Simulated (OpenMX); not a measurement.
Crystal: Ta.

```
CELL_PARAMETERS angstrom
-1.65128 1.65128 1.65128
1.65128 -1.65128 1.65128
1.65128 1.65128 -1.65128
ATOMIC_POSITIONS crystal
Ta 0.00000 0.00000 0.00000
```

Base run:

| Item | Value |
| --- | --- |
| Program | OpenMX 3.8.5 |
| Functional | PBE |
| Potentials or basis | OpenMX 2013 PBE set, Ta7.0-s3p2d2, grid cutoff 400 Ry |
| k mesh | 11 × 11 × 11 |
| Occupations | fermi-dirac, width 0.05 eV |
| Spin | no spin polarisation |

Its results: pressure 5.1 GPa.

Q: The run is repeated on the same cell with these changes: potentials or basis from OpenMX 2013 PBE set, Ta7.0-s3p2d2, grid cutoff 400 Ry to OpenMX 2013 PBE set, Ta7.0-s3p2d2f1, grid cutoff 400 Ry; k mesh from 11 × 11 × 11 to 9 × 9 × 9. What comes out?

A: Pressure 3.6 GPa.

Caveats: the basis of atomic orbitals isn't converged, which shifts pressures, moduli and gaps.
